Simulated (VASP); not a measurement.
**AlPt under changes of volume**

One of the cells (15.069 Å³/atom); the others are scaled copies at fixed shape and fractional positions:

```xyz
2
Lattice="3.1120 0.0000 0.0000 0.0000 3.1120 0.0000 0.0000 0.0000 3.1120" Properties=species:S:1:pos:R:3 pbc="T T T"
Pt    1.5560    1.5560    1.5560
Al    0.0000    0.0000    0.0000
```

Measurements of this composition are mostly on another form, of space group No. 198.

| Item | Value |
| --- | --- |
| Program | VASP 6.6.1 |
| Functional | PBEsol |
| Potentials or basis | VASP PAW PBE potentials, release 64 (Pt, Al) |
| Cutoff | 520 eV |
| k mesh | 9 × 9 × 9 |
| Occupations | fermi-dirac, width 0.05 eV |
| Spin | no spin polarisation |

```tsv
volume (Å³/atom)	energy over the lowest point (meV/atom)	pressure (GPa)
13.888	8.21	6.8
14.183	0.00	2.1
14.478	0.00	-2.1
15.069	21.09	-9.1
15.365	40.61	-12.1
15.660	?	?
```

Task: What does the run at 15.660 Å³/atom give?

Result: Energy over the lowest point 65.23 meV/atom; pressure -14.7 GPa.

Worked out: A Birch-Murnaghan fit of order 3 (a polynomial in V^(-2/3)) to the other rows has its minimum at 14.33 Å³/atom with B0 = V·E''(V) = 204 GPa and B' = 4.9. It gives 65.11 meV/atom at 15.660 Å³/atom, against the run's 65.23, and -dE/dV = -14.6 GPa, against -14.7.

Energies are extrapolated to zero smearing.

Caveats: the PAW data sets were made with another functional, which shifts forces and pressure a little.
